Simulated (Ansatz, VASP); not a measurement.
MgSe: VASP beside Ansatz

Contents of INCAR:

```
PREC     = Accurate       # precision mode
ENCUT    = 520            # plane-wave cutoff, eV
EDIFF    = 1E-6           # SCF threshold, eV
ISMEAR   = 0              # smearing method
SIGMA    = 0.1            # smearing width, eV
LREAL    = False          # projectors in reciprocal space
LASPH    = True           # aspherical terms in the spheres
NELM     = 80             # most SCF steps
ALGO     = Normal         # electronic algorithm
ISIF     = 2              # what is computed and relaxed
LWAVE    = False          # write WAVECAR
LCHARG   = True           # write CHGCAR
GGA      = PE             # functional
LELF     = True           # ELF
LVHAR    = True         
NBANDS   = 11             # bands
```

The input KPOINTS:

```
Automatic mesh
0
Gamma
  6 6 6
```

File POSCAR:

```
MgSe
1.0
    0.0000000000      2.7726133052      2.7726133052
    2.7726133052      0.0000000000      2.7726133052
    2.7726133052      2.7726133052      0.0000000000
Mg Se
1 1
Direct
    0.0000000000      0.0000000000      0.0000000000
    0.5000000000      0.5000000000      0.5000000000
```

Input for Ansatz:

```yaml
crystal:
  lattice:
    - [0.0, 2.7726133052, 2.7726133052]
    - [2.7726133052, 0.0, 2.7726133052]
    - [2.7726133052, 2.7726133052, 0.0]
  atoms:
    - { symbol: Mg, position: [0.0, 0.0, 0.0] }
    - { symbol: Se, position: [0.5, 0.5, 0.5] }
basis:
  ecutwfc: 420
kpoints:
  mp_grid: { grid: [6, 6, 6] }
hamiltonian:
  xc: pbe
scf:
  occupations: { method: gaussian, width: 0.1 }
output:
  forces: true
  stress: true
  eigenvalues: true
```

Alike in both runs: task single point; functional PBE; k mesh 6 × 6 × 6; occupations gaussian, width 0.1 eV; no spin polarisation.

|  | VASP | Ansatz |
| --- | --- | --- |
| version | VASP 6.6.1 | Ansatz 0.2.0 |
| potentials or method | VASP PAW PBE potentials, release 64 (Mg, Se) | scalar-relativistic, plane waves, PAW |
| plane-wave cutoff (eV) | 520 | 420 |
| valence electrons in the cell | 8 | 26 |

VASP gave:

| Item | Value |
| --- | --- |
| gap on the k mesh at the Fermi level (eV) | 1.71 |
| least direct gap on the mesh (eV) | 2.26 |
| pressure (GPa) | -1.3 |

**Question.** Estimate Ansatz's values.

**Answer.** gap on the k mesh at the Fermi level (eV): 1.73; least direct gap on the mesh (eV): 2.27; pressure (GPa): -1.1.

With one functional, cell and mesh, what is left measures potentials, basis and numerics. The two sets of potentials don't hold the same shells in valence.

A k mesh can miss the band edges.
